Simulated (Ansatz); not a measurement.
SiNi (Pmmn), work and stress of cleavage

Computed with Ansatz 0.2.0, DFT PBE, scalar-relativistic, plane waves, PAW. Cutoff 420 eV, Γ-centred 15×14×4 k-points, Gaussian smearing of 0.15 eV. No spin polarisation. A magnetic state may lie lower. Energies are free energies at this smearing, counted from the undisturbed cell; pressure is positive in compression.

The starting cell (relaxed at this level; this form isn't the usual structure):

```
Si Ni
1.0
    -3.05528    0.00000    0.00000
     0.00000   -3.25831    0.00000
     0.00000    0.00000   14.12817
Si Ni
6 6
Direct
  0.50000 0.50000 0.11441
  0.50000 0.50000 0.44774
  0.50000 0.50000 0.78108
  0.00000 0.00000 0.88562
  0.00000 0.00000 0.21896
  0.00000 0.00000 0.55229
  0.50000 0.50000 0.94745
  0.50000 0.50000 0.28079
  0.50000 0.50000 0.61412
  0.00000 0.00000 0.05258
  0.00000 0.00000 0.38591
  0.00000 0.00000 0.71925
```

The cut lies on the cell's a–b face, a (0 0 1) plane (indices in the standard cell, whose axes needn't be the Cartesian ones shown) of area 9.96 Å², between layers 1.49 Å apart. Vector c is lengthened by d along the normal with the atoms' Cartesian places fixed: one unrelaxed cut a cell. The traction is positive where the two halves pull on each other.

```
d (Å) energy (J/m²) traction (GPa)
-0.30           1.03           -86.7
 0.00           0.00             0.0
 0.25           0.30            19.7
 0.50           0.85            23.0
 1.00           1.89            17.3
 1.50           2.57            10.4
 2.00           2.97             5.7
 3.00           3.27             1.3
 4.50           3.35             0.1
 6.00           3.35             0.0
```

Task: What are the work of separation and the cleavage stress, and do they fit the universal binding curve?

Result: The energy levels off near W ≈ 3.35 J/m² (the traction is down to 0.0 GPa), the energy of the two unrelaxed faces, 1.68 J/m² each on average. The largest sampled traction is 23.0 GPa at d = 0.50 Å, and a parabola through it and its two neighbours peaks at σ_max ≈ 23.2 GPa, d ≈ 0.58 Å. The curve E = W[1 − (1 + d/ℓ)exp(−d/ℓ)] peaks in traction at d = ℓ with σ_max = W/(eℓ); with 1 J/m² per Å = 10 GPa this W and σ_max give ℓ = 0.53 Å. A parabola through that curve at the same three d peaks at 0.62 Å, against 0.58 Å here, a fair fit. Real crystals break at far lower stress, because cracks concentrate it, and on the plane of lowest W, which needn't be this one.

The cut is rigid; relaxing the faces lowers these energies and usually the stresses.

In a metal these slopes depend on the k mesh and the smearing.

Cost: 10 runs of about 17 core-minutes in all, on Intel Xeon (Ice Lake) (shared hosts).